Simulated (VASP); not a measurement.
W, 1 atom in the cell. The structure is cubic, space group Im-3m (No. 229). Conventional cell: a = 3.278 Å, b = 3.278 Å, c = 3.278 Å, α = 90.00°, β = 90.00°, γ = 90.00°. W (site symmetry m-3m) has 8 W at 2.84 Å as nearest neighbours.  The cell isn't the ideal one: a relaxed cell with its volume scaled by 1.09.

- Program: VASP 6.6.1
- Task: single point
- Functional: PBE
- Potentials or basis: VASP PAW PBE potentials, release 64 (W_sv)
- Cutoff: 520 eV
- k mesh: 18 × 18 × 18
- Occupations: gaussian, width 0.1 eV
- Spin: no spin polarisation
- Further INCAR settings: ALGO = Normal; EDIFF = 1e-07; NBANDS = 13

Potentials or basis: VASP PAW PBE potentials, release 64 (W_sv).

Command:

```bash
$ cat potpaw_PBE.64/W_sv/POTCAR > POTCAR
$ mpirun -np 1 vasp_std > vasp.out
```

Hardware: 1 thread of Intel(R) Xeon(R) Platinum 8488C (Sapphire Rapids), on a shared host.

Question: How long does it take, and how much memory?

Answer: Wall time 19 s on 1 thread of Intel(R) Xeon(R) Platinum 8488C (Sapphire Rapids), on a shared host, peak memory 0.16 GiB. Counts: scf iterations 13, k points 195.
